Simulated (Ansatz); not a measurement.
# As: the cost of one run

Program: Ansatz 0.2.0. Level of theory: DFT PBE, scalar-relativistic, plane waves, PAW. These are calculated values, not measurements.

1 further run of the same task is left out (it didn't finish).

### Step 1. Starting point

Symmetry: P6/mmm, No. 191, hexagonal system. The conventional cell has a = 3.554 Å, b = 3.554 Å, c = 7.756 Å, α = 90.00°, β = 90.00°, γ = 120.00°. Around As (site symmetry -6m2) lie 6 As at 2.05 Å. As (site symmetry 6/mmm) has 8 As at 3.55 to 3.88 Å as nearest neighbours. As (site symmetry 6/mmm) is surrounded by 6 As at 2.05 Å.

Coordinates:

```xyz
4
Lattice="3.5544 0.0000 0.0000 -1.7772 3.0782 0.0000 0.0000 0.0000 7.7556" Properties=species:S:1:pos:R:3 pbc="T T T"
As    0.0000    2.0521    0.0000
As    1.7772    1.0261    0.0000
As    0.0000    0.0000    3.8778
As    0.0000    0.0000    0.0000
```

A structure generator made this guess: random cell by space group and Wyckoff sites (P6/mmm, No. 191). Lengths come from tabulated atomic sizes and are only a guess.

### Step 2. The guess as it stands, on a coarse mesh

Contents of input.yaml:

```yaml
crystal:
  lattice:
    - [3.55435928, 0.0, 0.0]
    - [-1.77717964, 3.07816543, 0.0]
    - [0.0, 0.0, 7.75560144]
  atoms:
    - { symbol: As, position: [0.33333333, 0.66666667, 0.0] }
    - { symbol: As, position: [0.66666667, 0.33333333, 0.0] }
    - { symbol: As, position: [0.0, 0.0, 0.5] }
    - { symbol: As, position: [0.0, 0.0, 0.0] }
basis:
  ecutwfc: 420
kpoints:
  mp_grid: { grid: [6, 6, 2] }
hamiltonian:
  xc: pbe
scf:
  occupations: { method: gaussian, width: 0.1 }
  lower_state_search: "off"
output:
  forces: true
  stress: true
  eigenvalues: true
```

Started as:

```sh
$ ansatz run input.yaml --threads 1 --pin off --max-ram 2048MiB --backend cpu --events-out ev --progress --plain --runs-dir out
```

What time and memory should one allow on 1 thread of Intel Xeon 6975P-C (Granite Rapids), shared host?

About 2 s, with a peak of 0.36 GiB.
